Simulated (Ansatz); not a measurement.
A calculation with Ansatz 0.2.0 of ZnSe (Stilleite) (native input, structure typed inline):

The input input.yaml:

```yaml
crystal:
  lattice:
    - [0.0, 2.8338, 2.8338]
    - [2.8338, 0.0, 2.8338]
    - [2.8338, 2.8338, 0.0]
  atoms:
    - { symbol: Se, position: [0.75, 0.75, 0.75] }
    - { symbol: Zn, position: [0.0, 0.0, 0.0] }
hamiltonian:
  xc: { exchange: rpw86, correlation: pbe }
  pseudopotentials: { kind: paw }
  dispersion: rvv10
kpoints:
  mp_grid: { grid: [8, 8, 8] }
  band_path:
    path:
      - [[0.0, 0.0, 0.0], [0.5, 0.0, 0.5], [0.5, 0.25, 0.75], [0.375, 0.375, 0.75], [0.0, 0.0, 0.0], [0.5, 0.5, 0.5], [0.625, 0.25, 0.625], [0.5, 0.25, 0.75], [0.5, 0.5, 0.5], [0.375, 0.375, 0.75]]
      - [[0.625, 0.25, 0.625], [0.5, 0.0, 0.5]]
    npoints: 14
scf:
  occupations: { method: methfessel_paxton, width: 0.15 }
  n_extra_bands: 6
output:
  forces: true
  stress: true
  eigenvalues: true
  fatbands: false
  write_density: true
  write_potential: true
  elf: true
  volumetric_format: npy
```

Potentials or basis: Ansatz PAW.

Command:

```console
$ ansatz run input.yaml --threads 2 --pin off --max-ram 5120MiB --backend cpu --events-out ev --progress --plain --runs-dir out
```

**Question.** Write the same calculation in another form: ASE script, structure from a POSCAR.

**Answer.** As run:

File run.py:

```python
import json

import ase.io
import numpy as np

import ansatz as az

atoms = ase.io.read("POSCAR", format="vasp")

calculation = (
    az.Crystal.from_ase(atoms)
    .calculation()
    .kpoints(8, 8, 8)
    .functional(exchange="rpw86", correlation="pbe", dispersion="rvv10")
    .pseudopotentials(kind="paw")
    .scf(extra_bands=6)
    .occupations(method="methfessel_paxton", width=0.15)
    .band_structure(path=(((0.0, 0.0, 0.0), (0.5, 0.0, 0.5), (0.5, 0.25, 0.75), (0.375, 0.375, 0.75), (0.0, 0.0,
        0.0), (0.5, 0.5, 0.5), (0.625, 0.25, 0.625), (0.5, 0.25, 0.75), (0.5, 0.5, 0.5), (0.375, 0.375, 0.75)),
        ((0.625, 0.25, 0.625), (0.5, 0.0, 0.5))), intervals=14)
    .forces()
    .stress()
    .band_table(publish=True)
)
outcome = calculation.run(threads=2, events_out="events.jsonl")

report = outcome.report
for line in open("events.jsonl"):
    event = json.loads(line)
    if event["event"] == "scf_iter":
        d = event["data"]
        print(f"SCF {d['iter']:3d}  HF = {d['harris_foulkes_ev']:.6f} eV  dr2 = {d['dr2_ev']:.2e} eV")
    elif event["event"] in ("relax_step", "md_step"):
        d = event["data"]
        print(f"{event['event']} {d['step']:3d}  E = {d['lagrangian_ev']:.6f} eV")
np.set_printoptions(precision=5, suppress=True, linewidth=110)
print("converged:", report["converged"], "after", report["n_iterations"], "iterations")
print(f"free energy {report['free_energy_ev']:.6f} eV, Fermi level {report['fermi_energy_ev']:.4f} eV")
for key in ("band_edges_ev", "magnetization_mub", "site_moments_mub", "site_moments_nc_mub", "forces_ev_ang",
                "stress_gpa"):
    if report.get(key) is not None:
        print(key, np.array(report[key]), sep="\n")
```

POSCAR

```
ZnSe
1.0
    0.0000000000      2.8338000000      2.8338000000
    2.8338000000      0.0000000000      2.8338000000
    2.8338000000      2.8338000000      0.0000000000
Se Zn
1 1
Direct
    0.7500000000      0.7500000000      0.7500000000
    0.0000000000      0.0000000000      0.0000000000
```

Potentials or basis: Ansatz PAW.

Launch:

```sh
$ python run.py
```

Both were run:

|  | native input, structure typed inline | ASE script, structure from a POSCAR |
| --- | --- | --- |
| Pressure | 2.7 GPa | 2.7 GPa |
| Band gap on the k mesh | 1.03 eV, direct | 1.03 eV, direct |
| Band gap along the path | 1.03 eV, direct | 1.03 eV, direct |

Keys that steer only the numerical path or the files written may differ.

Caveat: the potentials were made for another functional, which shifts forces and pressure.
